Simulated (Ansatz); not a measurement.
# Calculated ⁷³Ge NMR of the central transition for GeS at a changed volume

Cell: an entry of the Crystallography Open Database (COD), relaxed with PBE at fixed cell and then changed (volume scaled by 0.98, ions relaxed).

```cif
data_GeS
_symmetry_space_group_name_H-M 'Pnma'
_symmetry_Int_Tables_number 62
_cell_length_a 10.3997
_cell_length_b 3.6166
_cell_length_c 4.2682
_cell_angle_alpha 90.000
_cell_angle_beta 90.000
_cell_angle_gamma 90.000
loop_
_atom_site_label
_atom_site_type_symbol
_atom_site_symmetry_multiplicity
_atom_site_Wyckoff_symbol
_atom_site_fract_x
_atom_site_fract_y
_atom_site_fract_z
Ge Ge 4 c 0.6196 0.2500 0.3723
S S 4 c 0.8513 0.2500 0.4946
```

One atom of each set is listed.

The numbers come from a DFT calculation in Ansatz (PBE, plane waves and PAW, scalar-relativistic, 420 eV cutoff, Γ-centred 5×12×10 k-points, Fermi–Dirac smearing 0.02 eV).

⁷³Ge has I = 9/2 and Q = -196.0 mb (Pyykkö 2018); at 7.05 T its Larmor frequency is ν₀ = 10.5 MHz. Only the quadrupole interaction is simulated: positions count from each site's isotropic chemical shift, and shift anisotropy, dipolar and J coupling are left out.

Question: What does the ⁷³Ge spectrum (static powder) show for each site?

Answer: 

| site | first shell | C_Q (MHz) | η | P_Q (MHz) | δ_QIS (ppm) | breadth (kHz) |
| --- | --- | --- | --- | --- | --- | --- |
| Ge | 3 S at 2.44–2.47 Å; also 3 S at 3.20–3.23 Å | 35.3 | 0.40 | 36.2 | -16522 | 1166 |

δ_QIS = −(ν_Q²/30ν₀²)[I(I+1) − 3/4](1 + η²/3) × 10⁶ ppm with ν_Q = 3|C_Q|/[2I(2I−1)]; it falls as 1/B₀² in ppm, and the breadth as 1/B₀ in kHz.

At Ge V_zz stands upright on the plane through its three neighbours (within 3°).
